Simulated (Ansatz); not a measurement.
Born–Oppenheimer molecular dynamics of a periodic cell of 15 atoms, BaTiO3 (surface BaTiO3(001)). It goes on from the last frame of an earlier run, with new velocities.

The calculation used Ansatz, DFT PBE-D3(BJ), scalar-relativistic, plane waves, PAW. Settings: PAW set soft_1, cutoff 420 eV, k mesh 2x2x1, fermi-dirac smearing 0.05 eV, no spin polarisation.

```json
{"ensemble": "NVT, Nosé–Hoover chain", "time step": "1 fs", "steps asked": "170", "set temperature": "1350 K", "thermostat": "time constant 50 fs, chain length 3", "atoms held": "1 to 5", "seed": "33412"}
```

Frames 5 fs apart, positions in Å.

Velocities at 50 fs (Å/ps):

```
Ba 0.00 0.00 0.00
Ti 0.00 0.00 0.00
O 0.00 0.00 0.00
O 0.00 0.00 0.00
O 0.00 0.00 0.00
Ba -3.59 -1.03 2.48
Ti -3.00 -2.44 -1.76
O 0.03 15.48 -9.27
O 1.58 -6.57 3.74
O 9.49 6.63 -1.76
Ba 6.15 -2.24 2.25
Ti 0.94 4.71 0.71
O -5.07 5.47 12.55
O 8.46 -4.57 1.24
O 13.15 -5.32 -1.92
```

```xyz
15
Lattice="5.6547 0.0000 0.0000 -2.8273 4.8971 0.0000 0.0000 0.0000 16.7217" Properties=species:S:1:pos:R:3 time_fs=50 energy_less_start_eV=0.602 T=1117
Ba 0.000 0.000 1.000
Ti 0.000 3.265 2.085
O 0.000 4.869 1.099
O -1.389 2.463 1.099
O 1.389 2.463 1.099
Ba 3.070 1.565 2.802
Ti -0.024 0.191 4.232
O -0.078 1.807 3.472
O 1.586 3.989 3.443
O -1.292 4.324 3.565
Ba 0.092 3.465 5.507
Ti 2.909 2.002 6.670
O 3.213 3.637 6.158
O 1.323 1.531 6.061
O 4.152 0.908 5.803
15
Lattice="5.6547 0.0000 0.0000 -2.8273 4.8971 0.0000 0.0000 0.0000 16.7217" Properties=species:S:1:pos:R:3 time_fs=55 energy_less_start_eV=0.822 T=1007
Ba 0.000 0.000 1.000
Ti 0.000 3.265 2.085
O 0.000 4.869 1.099
O -1.389 2.463 1.099
O 1.389 2.463 1.099
Ba 3.050 1.561 2.816
Ti -0.036 0.176 4.228
O -0.075 1.871 3.431
O 1.599 3.966 3.464
O -1.256 4.361 3.558
Ba 0.123 3.454 5.519
Ti 2.916 2.021 6.669
O 3.183 3.665 6.220
O 1.375 1.500 6.072
O 4.212 0.890 5.798
15
Lattice="5.6547 0.0000 0.0000 -2.8273 4.8971 0.0000 0.0000 0.0000 16.7217" Properties=species:S:1:pos:R:3 time_fs=60 energy_less_start_eV=0.880 T=1026
Ba 0.000 0.000 1.000
Ti 0.000 3.265 2.085
O 0.000 4.869 1.099
O -1.389 2.463 1.099
O 1.389 2.463 1.099
Ba 3.025 1.558 2.833
Ti -0.042 0.161 4.234
O -0.069 1.896 3.413
O 1.625 3.963 3.489
O -1.248 4.405 3.558
Ba 0.153 3.446 5.532
Ti 2.932 2.029 6.662
O 3.145 3.698 6.276
O 1.441 1.453 6.087
O 4.259 0.893 5.803
15
Lattice="5.6547 0.0000 0.0000 -2.8273 4.8971 0.0000 0.0000 0.0000 16.7217" Properties=species:S:1:pos:R:3 time_fs=65 energy_less_start_eV=0.643 T=1292
Ba 0.000 0.000 1.000
Ti 0.000 3.265 2.085
O 0.000 4.869 1.099
O -1.389 2.463 1.099
O 1.389 2.463 1.099
Ba 2.995 1.557 2.852
Ti -0.038 0.149 4.248
O -0.060 1.871 3.426
O 1.656 3.974 3.512
O -1.266 4.450 3.567
Ba 0.181 3.438 5.545
Ti 2.962 2.026 6.652
O 3.103 3.735 6.322
O 1.505 1.394 6.102
O 4.291 0.919 5.815
15
Lattice="5.6547 0.0000 0.0000 -2.8273 4.8971 0.0000 0.0000 0.0000 16.7217" Properties=species:S:1:pos:R:3 time_fs=70 energy_less_start_eV=0.270 T=1691
Ba 0.000 0.000 1.000
Ti 0.000 3.265 2.085
O 0.000 4.869 1.099
O -1.389 2.463 1.099
O 1.389 2.463 1.099
Ba 2.962 1.558 2.873
Ti -0.024 0.146 4.277
O -0.052 1.807 3.467
O 1.678 3.989 3.526
O -1.302 4.487 3.587
Ba 0.210 3.431 5.560
Ti 3.007 2.014 6.639
O 3.057 3.768 6.356
O 1.559 1.322 6.113
O 4.309 0.968 5.834
15
Lattice="5.6547 0.0000 0.0000 -2.8273 4.8971 0.0000 0.0000 0.0000 16.7217" Properties=species:S:1:pos:R:3 time_fs=75 energy_less_start_eV=0.083 T=1962
Ba 0.000 0.000 1.000
Ti 0.000 3.265 2.085
O 0.000 4.869 1.099
O -1.389 2.463 1.099
O 1.389 2.463 1.099
Ba 2.926 1.562 2.896
Ti 0.001 0.152 4.321
O -0.044 1.726 3.523
O 1.682 4.000 3.529
O -1.338 4.504 3.611
Ba 0.237 3.425 5.576
Ti 3.064 1.998 6.626
O 3.010 3.788 6.378
O 1.601 1.244 6.121
O 4.318 1.035 5.858
15
Lattice="5.6547 0.0000 0.0000 -2.8273 4.8971 0.0000 0.0000 0.0000 16.7217" Properties=species:S:1:pos:R:3 time_fs=80 energy_less_start_eV=0.203 T=1985
Ba 0.000 0.000 1.000
Ti 0.000 3.265 2.085
O 0.000 4.869 1.099
O -1.389 2.463 1.099
O 1.389 2.463 1.099
Ba 2.888 1.567 2.921
Ti 0.030 0.159 4.384
O -0.040 1.659 3.578
O 1.664 4.008 3.523
O -1.354 4.489 3.633
Ba 0.264 3.420 5.593
Ti 3.120 1.982 6.615
O 2.963 3.787 6.388
O 1.641 1.167 6.127
O 4.334 1.108 5.877
15
Lattice="5.6547 0.0000 0.0000 -2.8273 4.8971 0.0000 0.0000 0.0000 16.7217" Properties=species:S:1:pos:R:3 time_fs=85 energy_less_start_eV=0.157 T=2113
Ba 0.000 0.000 1.000
Ti 0.000 3.265 2.085
O 0.000 4.869 1.099
O -1.389 2.463 1.099
O 1.389 2.463 1.099
Ba 2.849 1.575 2.946
Ti 0.059 0.159 4.465
O -0.039 1.633 3.618
O 1.631 4.019 3.520
O -1.343 4.441 3.650
Ba 0.291 3.415 5.611
Ti 3.162 1.972 6.612
O 2.919 3.763 6.385
O 1.685 1.096 6.134
O 4.385 1.167 5.877
15
Lattice="5.6547 0.0000 0.0000 -2.8273 4.8971 0.0000 0.0000 0.0000 16.7217" Properties=species:S:1:pos:R:3 time_fs=90 energy_less_start_eV=-0.138 T=2410
Ba 0.000 0.000 1.000
Ti 0.000 3.265 2.085
O 0.000 4.869 1.099
O -1.389 2.463 1.099
O 1.389 2.463 1.099
Ba 2.809 1.584 2.973
Ti 0.088 0.147 4.554
O -0.039 1.647 3.641
O 1.595 4.039 3.530
O -1.313 4.364 3.667
Ba 0.318 3.411 5.629
Ti 3.181 1.970 6.619
O 2.879 3.722 6.370
O 1.737 1.034 6.141
O 4.481 1.204 5.856
15
Lattice="5.6547 0.0000 0.0000 -2.8273 4.8971 0.0000 0.0000 0.0000 16.7217" Properties=species:S:1:pos:R:3 time_fs=95 energy_less_start_eV=-0.026 T=2358
Ba 0.000 0.000 1.000
Ti 0.000 3.265 2.085
O 0.000 4.869 1.099
O -1.389 2.463 1.099
O 1.389 2.463 1.099
Ba 2.769 1.595 2.999
Ti 0.118 0.128 4.639
O -0.034 1.678 3.656
O 1.568 4.073 3.560
O -1.282 4.270 3.691
Ba 0.344 3.408 5.647
Ti 3.185 1.967 6.632
O 2.846 3.671 6.344
O 1.798 0.983 6.150
O 4.597 1.230 5.832
15
Lattice="5.6547 0.0000 0.0000 -2.8273 4.8971 0.0000 0.0000 0.0000 16.7217" Properties=species:S:1:pos:R:3 time_fs=100 energy_less_start_eV=0.414 T=2017
Ba 0.000 0.000 1.000
Ti 0.000 3.265 2.085
O 0.000 4.869 1.099
O -1.389 2.463 1.099
O 1.389 2.463 1.099
Ba 2.731 1.607 3.026
Ti 0.147 0.106 4.707
O -0.015 1.704 3.668
O 1.558 4.118 3.611
O -1.262 4.175 3.728
Ba 0.368 3.406 5.665
Ti 3.185 1.956 6.646
O 2.820 3.621 6.310
O 1.863 0.941 6.159
O 4.698 1.257 5.830
15
Lattice="5.6547 0.0000 0.0000 -2.8273 4.8971 0.0000 0.0000 0.0000 16.7217" Properties=species:S:1:pos:R:3 time_fs=105 energy_less_start_eV=0.686 T=1787
Ba 0.000 0.000 1.000
Ti 0.000 3.265 2.085
O 0.000 4.869 1.099
O -1.389 2.463 1.099
O 1.389 2.463 1.099
Ba 2.695 1.619 3.053
Ti 0.176 0.083 4.754
O 0.021 1.716 3.680
O 1.569 4.173 3.681
O -1.258 4.088 3.778
Ba 0.390 3.405 5.681
Ti 3.190 1.935 6.659
O 2.803 3.581 6.272
O 1.922 0.904 6.167
O 4.764 1.290 5.866
```

Of the whole run (170 fs, mean temperature of the second half 1676 K): The conserved energy stayed within 0.19 meV per atom of its start (net change 0.1 meV per atom), so the integration is sound. The mean temperature of the second half is 24 % above the set value. A run of 0.17 ps of so small a system gives no equilibrium averages. Limits of this set-up: coarse k mesh, thin slab, slab without dipole correction.

Run time: 19 min on 1 thread of Arm Neoverse V2, on a shared host, peak memory 0.75 GiB.
